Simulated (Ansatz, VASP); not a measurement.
**MgO in VASP and in Ansatz**

```
CELL_PARAMETERS angstrom
3.30283 0.00000 0.00000
-1.65141 2.86033 0.00000
0.00000 0.00000 5.02032
ATOMIC_POSITIONS crystal
Mg 0.33333 0.66667 0.00372
Mg 0.66667 0.33333 0.50372
O 0.33333 0.66667 0.40088
O 0.66667 0.33333 0.90088
```

Alike in both runs: functional PBEsol; k mesh 12 × 12 × 6; occupations gaussian, width 0.02 eV; no spin polarisation.

Ansatz relaxed the structure, and its values are those at the end. VASP's run is a single point on that final structure, the one shown.

```csv
,VASP,Ansatz
version,VASP 6.6.1,Ansatz 0.2.0
potentials or method,"VASP PAW PBE potentials, release 64 (Mg, O)","scalar-relativistic, plane waves, PAW"
plane-wave cutoff (eV),520,420
valence electrons in the cell,16,32
```

Ansatz gave:

* gap on the k mesh at the Fermi level (eV): 3.36
* least direct gap on the mesh (eV): 3.36
* pressure (GPa): 0.0

Question: What did VASP give for the same quantities?

Answer: gap on the k mesh at the Fermi level (eV): 3.36; least direct gap on the mesh (eV): 3.36; pressure (GPa): -0.3.

The two sets of potentials don't hold the same shells in valence.

Caveats: the PAW data sets were made with another functional, which shifts forces and pressure a little (VASP). As with any semilocal functional, this PBEsol gap is likely too small. A k mesh can miss the band edges.
